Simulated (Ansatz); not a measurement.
Al2O3, A-La2O3 type was relaxed with 4 functionals in the PAW code Ansatz, cell and atoms free, the symmetry of the start kept (meshes: PBE 12×12×6, r2SCAN 12×12×4, PBEsol 12×12×4, LDA 12×12×4). Values at 0 K without nuclear motion; spin polarisation is off, and the phase may be a hypothetical one.

The PBE result:
Space group P-3m1 (No. 164). a = 2.888 Å, b = 2.888 Å, c = 7.530 Å, α = 90.00°, β = 90.00°, γ = 120.00°
```tsv
atom	site	symmetry	x	y	z
Al	2d	3m.	0.3333	0.6667	0.1828
O	1a	-3m.	0.0000	0.0000	0.0000
O	2d	3m.	0.3333	0.6667	0.7268
```

The symmetry is P-3m1 (No. 164, trigonal); conventional cell a = 2.888 Å, c = 7.530 Å, 10.88 Å³ an atom. Around Al lie 6 O at 1.80–2.16 Å; around O lie 6 Al at 2.16 Å; around O lie 3 Al at 1.80 Å.

Q: Order the functionals by the relaxed volume, smallest first.
A. PBEsol
B. LDA
C. r2SCAN
D. PBE

A: B (9.25 Å³/atom), C (9.71 Å³/atom), A (9.96 Å³/atom), D (10.88 Å³/atom).

Q: How does the cell change with PBEsol?

A: a = 2.870 Å, c = 6.986 Å; the volume differs by -8.4 % from PBE's. Al is surrounded by 6 O at 1.79–2.14 Å; O is surrounded by 6 Al at 2.14 Å; O is surrounded by 3 Al at 1.79 Å.

Q: What lattice does LDA give?

A: a = 2.850 Å, c = 6.574 Å; the volume differs by -15.0 % from PBE's. Around Al lie 6 O at 1.77–2.13 Å; around O lie 6 Al at 2.13 Å; around O lie 3 Al at 1.77 Å.

Q: Held at the r2SCAN cell, what mean stress do LDA and PBE find, and does its sign point to their own minimum?

A: Yes. LDA -3.90 GPa, and its relaxed volume is -4.8 % from r2SCAN's; PBE +6.55 GPa, and its relaxed volume is +12.1 % from r2SCAN's. Compression counts positive, so a positive stress asks for a larger cell.
